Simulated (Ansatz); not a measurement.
# InSe (P-6m2) in Ansatz: further runs, part 2 of 2

Ansatz 0.2.0. Earlier steps stand in the parts before.

## 3. Relaxation of cell and atoms, RPBE+D3(BJ)

File input.yaml:

```yaml
crystal:
  lattice:
    - [4.0473293151, 0.0, 0.0]
    - [-2.0236646576, 3.5050900044, 0.0]
    - [0.0, 0.0, 18.05206491]
  atoms:
    - { symbol: In, position: [0.3333333333, 0.6666666667, 0.07739049] }
    - { symbol: In, position: [0.3333333333, 0.6666666667, 0.92260951] }
    - { symbol: In, position: [0.0, 0.0, 0.42260632] }
    - { symbol: In, position: [0.0, 0.0, 0.57739368] }
    - { symbol: Se, position: [0.3333333333, 0.6666666667, 0.35298428] }
    - { symbol: Se, position: [0.3333333333, 0.6666666667, 0.64701572] }
    - { symbol: Se, position: [0.6666666667, 0.3333333333, 0.14699993] }
    - { symbol: Se, position: [0.6666666667, 0.3333333333, 0.85300007] }
hamiltonian:
  xc: rpbe
  pseudopotentials: { kind: paw }
  dispersion: d3bj
kpoints:
  mp_grid: { grid: [8, 8, 2] }
scf:
  occupations: { method: fermi_dirac, width: 0.05 }
output:
  forces: true
  stress: true
  eigenvalues: true
  write_density: true
  write_potential: true
  elf: true
  volumetric_format: npy
relax:
  f_tol: 0.01
  max_steps: 40
  cell: { stress_tol: 0.05 }
```

Potentials or basis: Ansatz PAW.

Launch:

```sh
$ ansatz run input.yaml --threads 4 --pin off --max-ram 11264MiB --backend cpu --events-out ev --progress --plain --runs-dir out
```

Output:

```text
Warning: RAYON_NUM_THREADS=4 ignored (pool sized by the plan → 4); use --threads N
Engine: ansatz 0.2.0, aarch64-unknown-linux-gnu
Pseudopotentials: kind: paw
Pseudopotential: In, paw, valence charge 13, recommended cutoff 420 eV (normal), In.paw.azcp
Pseudopotential: Se, paw, valence charge 16, recommended cutoff 420 eV (normal), Se.paw.azcp
Functional definition: RPBE
  parameter kappa = 0.804
  parameter beta = 0.06672455060314922
  exchange = rpbe_x(kappa = kappa, mu = beta*pi^2/3)
  correlation = pbe_c(beta = beta)
Crystal: 8 atoms, lattice volume = 256.091 Å³
[... 182 lines left out ...]
        0.000000      -0.031758       0.000000
        0.000000       0.000000      -0.038791
  P = ⅓ Tr σ = -0.0341 GPa (-0.341 kbar)
--- Band table (eV; the first three rows and the last of 20) ---
  k-point 0: bands = ["-37.2422", "-37.2422", "-37.2392", "-37.2392", "-37.2392", "-37.2392", "-37.2194", "-37.2194", "-37.2194", "-37.2194", "-37.1835", "-37.1835", "-37.1813", "-37.1813", "-37.1813", "-37.1813", "-37.1648", "-37.1648", "-37.1648", "-37.1648", "-4.7793", "-4.7057", "-4.5401", "-4.5401", "-4.4683", "-4.4683", "-4.4321", "-4.4321", "-4.4257", "-4.4257", "-4.3616", "-4.3616", "-4.3540", "-4.3540", "-4.3395", "-4.3053", "-4.2005", "-4.2005", "-4.1544", "-4.1263", "-4.1263", "-3.9901", "-3.2388", "-3.0543", "2.8008", "3.7720", "4.7106", "6.8847", "7.8886", "8.9759", "8.9759", "9.0296", "9.0296", "9.6859", "9.6859", "9.7604", "9.7604", "10.2206", "11.4399", "13.4763", "13.6697", "13.8434", "14.6693", "15.2661", "15.2661", "15.5165", "15.5165", "16.1589", "16.4950", "16.4950"]
  k-point 1: bands = ["-37.2422", "-37.2422", "-37.2392", "-37.2392", "-37.2392", "-37.2392", "-37.2194", "-37.2194", "-37.2194", "-37.2194", "-37.1835", "-37.1835", "-37.1813", "-37.1813", "-37.1813", "-37.1813", "-37.1648", "-37.1648", "-37.1648", "-37.1648", "-4.7793", "-4.7057", "-4.5401", "-4.5401", "-4.4683", "-4.4683", "-4.4321", "-4.4321", "-4.4257", "-4.4257", "-4.3616", "-4.3616", "-4.3540", "-4.3540", "-4.3274", "-4.3255", "-4.2005", "-4.2005", "-4.1263", "-4.1263", "-4.1075", "-4.0398", "-3.1451", "-3.1382", "3.1201", "3.1763", "5.7038", "5.7294", "8.9964", "8.9964", "9.0065", "9.0065", "9.0927", "9.1259", "9.7178", "9.7178", "9.7309", "9.7309", "12.3437", "12.5202", "13.8388", "13.8709", "15.3318", "15.3361", "15.3361", "15.4213", "15.4213", "15.5668", "16.6327", "16.6327"]
  k-point 2: bands = ["-37.2421", "-37.2421", "-37.2392", "-37.2392", "-37.2392", "-37.2392", "-37.2194", "-37.2194", "-37.2193", "-37.2193", "-37.1834", "-37.1834", "-37.1814", "-37.1814", "-37.1813", "-37.1813", "-37.1648", "-37.1648", "-37.1647", "-37.1647", "-4.7749", "-4.7141", "-4.6892", "-4.6007", "-4.5777", "-4.5372", "-4.4712", "-4.4651", "-4.4333", "-4.4136", "-4.4116", "-4.3617", "-4.3431", "-4.3401", "-4.2817", "-4.2029", "-4.2028", "-4.1286", "-4.1195", "-4.0460", "-3.9654", "-3.7923", "-3.0270", "-2.8491", "2.9942", "3.8539", "4.8779", "6.3990", "7.7572", "8.0060", "8.4220", "8.6821", "8.7536", "8.9250", "8.9817", "9.5318", "9.6353", "10.4287", "12.3056", "13.3790", "13.9704", "14.1144", "14.7153", "14.8031", "14.9784", "15.2885", "15.6344", "15.8894", "16.2045", "16.7190"]
  k-point 19: bands = ["-37.2418", "-37.2418", "-37.2393", "-37.2393", "-37.2392", "-37.2392", "-37.2190", "-37.2190", "-37.2188", "-37.2188", "-37.1830", "-37.1830", "-37.1816", "-37.1816", "-37.1815", "-37.1815", "-37.1645", "-37.1645", "-37.1642", "-37.1642", "-4.9863", "-4.9246", "-4.8569", "-4.7994", "-4.7059", "-4.6332", "-4.5873", "-4.5149", "-4.4307", "-4.3593", "-4.3508", "-4.3397", "-4.2801", "-4.2788", "-4.2682", "-4.2369", "-4.2067", "-4.1639", "-3.9949", "-3.9168", "-1.9797", "-1.9620", "-1.7582", "-1.7391", "3.7702", "3.8504", "4.2914", "4.4163", "5.7650", "5.7757", "6.4305", "6.4415", "6.8502", "7.1825", "7.8319", "7.9301", "8.5370", "8.8681", "11.3723", "11.7438", "12.6308", "12.6527", "13.6473", "13.9292", "14.0990", "14.7613", "16.2028", "16.3437", "17.0771", "17.1599"]
--- Relaxed structure (8 steps of the walk, 7 accepted, 1 SCFs on fresh bases) ---
  F+E_penalty+E_count = -44341.45902085 eV   max|allowed force component| = 5.101e-4 eV/Å   (the final SCF, on the basis selected at the relaxed cell)
  cell:  # Å, volume = 189.1917 Å³
    - [3.738520378674373, 2.6664905214837267e-11, 0.0]
    - [-1.869260189360279, 3.237653620484493, 0.0]
    - [0.0, 0.0, 15.630468775177354]
  atoms:
    - { symbol: In, position: [0.3333333333333333, 0.6666666666666665, 0.08641541972808707] }
    - { symbol: In, position: [0.3333333333333333, 0.6666666666666665, 0.9135845802719129] }
    - { symbol: In, position: [-1.8503717076008884e-17, -3.238150488543893e-17, 0.41362350875946735] }
    - { symbol: In, position: [-1.8503717076008884e-17, -3.238150488543893e-17, 0.5863764912405327] }
    - { symbol: Se, position: [0.3333333333333333, 0.6666666666666665, 0.3236239399238534] }
    - { symbol: Se, position: [0.3333333333333333, 0.6666666666666665, 0.6763760600761464] }
    - { symbol: Se, position: [0.6666666666666667, 0.33333333333333337, 0.17678027418345993] }
    - { symbol: Se, position: [0.6666666666666667, 0.33333333333333337, 0.8232197258165399] }
```

rho_z.tsv:

```text
# z_ang	rho[e/angstrom^3]
# format = ansatz-planar-average/11
# lattice	3.738520379	0.000000000	0.000000000
# lattice	-1.869260189	3.237653620	0.000000000
# lattice	0.000000000	0.000000000	15.630468775
# sites	8
# site	49	-0.000000000	2.158435747	1.350713520
# site	49	-0.000000000	2.158435747	14.279755255
# site	49	-0.000000000	-0.000000000	6.465129338
# site	49	-0.000000000	-0.000000000	9.165339437
# site	34	-0.000000000	2.158435747	5.058393888
# site	34	-0.000000000	2.158435747	10.572074887
# site	34	1.869260189	1.079217874	2.763158556
# site	34	1.869260189	1.079217874	12.867310219
0.000000	1.011158e-1
0.144727	1.045513e-1
0.289453	1.167407e-1
0.434180	1.430816e-1
0.578906	1.977819e-1
0.723633	3.013429e-1
[... 100 lines left out ...]
15.341016	1.167407e-1
15.485742	1.045513e-1
```

Run time: 1.8 min. Hardware: 4 threads of Arm Neoverse V1, shared host; peak memory 0.9 GiB.

Results:

* Free energy: -44341.4590 eV
* Relaxed volume: 23.65 Å³/atom
* Relaxed cell: a = 3.739 Å, b = 3.739 Å, c = 15.630 Å, α = 90.00°, β = 90.00°, γ = 120.00°
* Space group after relaxing (to 0.05 Å): P-6m2 (No. 187)
* Energy gained by relaxing: 166.9 meV/atom
* Ionic steps: 8
* Pressure after relaxing: 0.0 GPa
* Band gap on the k mesh: 0.78 eV, indirect (least direct gap 1.22 eV)

The path:
```csv
step,energy change (eV),largest force (eV/Å),volume (Å³)
1,0.0000,0.1478,256.09
2,-0.5802,0.5006,226.85
3,-0.9079,0.2092,208.84
4,-1.1737,0.2344,194.41
5,-1.3333,0.1216,185.74
6,-1.3450,0.0127,189.11
7,-1.3450,0.0008,189.19
8,-1.3350,0.0005,189.19
```

Final structure:
```
In Se
1.0
     3.73852    0.00000    0.00000
    -1.86926    3.23765    0.00000
     0.00000    0.00000   15.63047
In Se
4 4
Direct
  0.33333 0.66667 0.08642
  0.33333 0.66667 0.91358
  0.00000 0.00000 0.41362
  0.00000 0.00000 0.58638
  0.33333 0.66667 0.32362
  0.33333 0.66667 0.67638
  0.66667 0.33333 0.17678
  0.66667 0.33333 0.82322
```

Caveat: the volume moved by over 15 % at a fixed basis, so the end points are rough; the plane-wave basis is chosen anew once the cell has moved, so the energies of steps on either side of that aren't comparable; spin-orbit coupling is left out, which moves the levels of the heavy elements; the PAW data sets come from PBE, with cores solved anew for the run's functional, which leaves a small shift of forces and pressure. A hybrid or GW would open this gap; RPBE tends to underestimate it.
